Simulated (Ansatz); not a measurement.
Input and command of a plane-wave DFT calculation in Ansatz:

```yaml
crystal:
  lattice:
    - [2.13515, -2.13515, 0.0]
    - [2.13515, 0.0, -2.13515]
    - [8.6849375673, 8.6849375673, 8.6849375673]
  atoms:
    - { symbol: Mg, position: [0.6666666667, 0.6666666667, 0.0409741959] }
    - { symbol: Mg, position: [0.0, 0.0, 0.8604581141] }
    - { symbol: Mg, position: [0.3333333333, 0.3333333333, 0.2048709795] }
    - { symbol: Mg, position: [0.6666666667, 0.6666666667, 0.5326645468] }
    - { symbol: Mg, position: [0.0, 0.0, 0.3687677632] }
    - { symbol: Mg, position: [0.3333333333, 0.3333333333, 0.6965613304] }
    - { symbol: O, position: [0.6666666667, 0.6666666667, 0.2868193714] }
    - { symbol: O, position: [0.0, 0.0, 0.1229225877] }
    - { symbol: O, position: [0.3333333333, 0.3333333333, 0.450716155] }
    - { symbol: O, position: [0.6666666667, 0.6666666667, 0.7785097223] }
    - { symbol: O, position: [1.0, 1.0, 0.6146129386] }
    - { symbol: O, position: [0.3333333333, 0.3333333333, 0.9424065059] }
basis:
  ecutwfc: 420
kpoints:
  mp_grid: { grid: [9, 9, 2] }
hamiltonian:
  xc: pbe
scf:
  occupations: { method: gaussian, width: 0.05 }
output:
  forces: true
  stress: true
  eigenvalues: true
```

```bash
ansatz run input.yaml --threads 2 --pin off --max-ram 5120MiB --backend cpu --events-out ev --progress --plain --runs-dir out
```

Processor: Oxide Virtual Turin-like Processor (Zen 5), 2 threads, on a host shared with other jobs.

**Question.** Estimate time, memory and problem size.

**Answer.** About 2.8 s on 2 threads of Oxide Virtual Turin-like Processor (Zen 5), on a shared host, peak memory 0.46 GiB. It solves 60 bands at 24 k points (the mesh reduced by symmetry) with about 2307 plane waves, in 6 SCF iterations.
